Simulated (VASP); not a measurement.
## Results of a VASP single-point calculation on CaO (strained rocksalt)

POSCAR

```
Ca O
 1.0000000000000000
     0.0627784168000000    2.4003897896000002    2.4003897896000002
     2.4003897896000002    0.0627784168000000    2.4003897896000002
     2.4003897896000002    2.4003897896000002    0.0627784168000000
 Ca  O
   1   1
Cartesian
  0.0000000000000000  0.0000000000000000  0.0000000000000000
  2.4317789980000004  2.4317789980000004  2.4317789979999995
```

```yaml
gap_between_bands_v_and_c: 3.56 eV
least_direct_gap: 3.91 eV
```

Band v is the last that the valence electrons fill when counted band by band, and c is the next. Levels in eV from the top of v:

```json
{"point": "Γ", "v−1": "0.00", "v": "0.00", "c": "4.98", "c+1": "6.05"}
{"point": "X", "v−1": "-0.47", "v": "-0.35", "c": "3.56", "c+1": "8.29"}
{"point": "K", "v−1": "-1.26", "v": "-0.79", "c": "5.07", "c+1": "8.24"}
{"point": "L", "v−1": "-1.20", "v": "-1.20", "c": "7.09", "c+1": "8.38"}
{"point": "W", "v−1": "-1.14", "v": "-1.07", "c": "6.34", "c+1": "6.44"}
```

Problem. Which of these levels of theory gave these results?
A. LDA
B. PBE with spin–orbit coupling
C. PBEsol
D. PBE0
E. PBE
F. r²SCAN
G. HSE06

Solution. E.

The INCAR was:

```
NBANDS = 15
LCHARG = .FALSE.
GGA = PE
NELM = 120
IBRION = -1
LWAVE = .FALSE.
ISMEAR = -1
ISIF = 2
NSW = 0
PREC = Accurate
EDIFF = 1E-7
LASPH = .TRUE.
SIGMA = 0.02
ENCUT = 520
LREAL = .FALSE.
```
